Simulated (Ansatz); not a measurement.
**Barrier of one jump, N in C**

Level of theory: DFT PBE, scalar-relativistic, plane waves, PAW in Ansatz 0.2.0. Run with 420 eV cutoff, 4×4×3 k-mesh, Gaussian smearing of 0.10 eV, no spin polarisation.

Host crystal, relaxed:

```
C
1.0
     2.46653    0.00000    0.00000
    -1.23327    2.13608    0.00000
     0.00000    0.00000    8.46545
C
4
Direct
  0.00000 0.00000 0.25000
  0.00000 0.00000 0.75000
  0.33333 0.66667 0.25000
  0.66667 0.33333 0.75000
```

In a supercell of 28 host sites, N trades places with a neighbouring C vacancy, moving 1.63 Å between the relaxed ends. Climbing-image nudged elastic band at fixed cell with images 0 (start) to 6 (end), the path measured over all atoms, converged to 0.05 eV/Å; the order of the saddle wasn't checked, and the small cell leaves errors of about a tenth of an eV.

Supercell rows in host cell vectors: 1 -2 0; -3 -1 0; 0 0 -1. N was set at (0.000, 0.000, 0.250) of the host cell.

At the relaxed start N has 2 C at 1.35 Å.

A cell with an odd number of electrons and no spin polarisation is a metal by construction and may be lower with spin.

(1) How high is the barrier, and where does the atom pass?

Answers

(1) 4.04 eV at image 3, where N has 4 C at 1.84 Å, 2 C at 2.58 Å, 2 C at 2.61 Å.

Cost: 1 run of about 49 core-minutes, on Arm Neoverse V1 (shared hosts).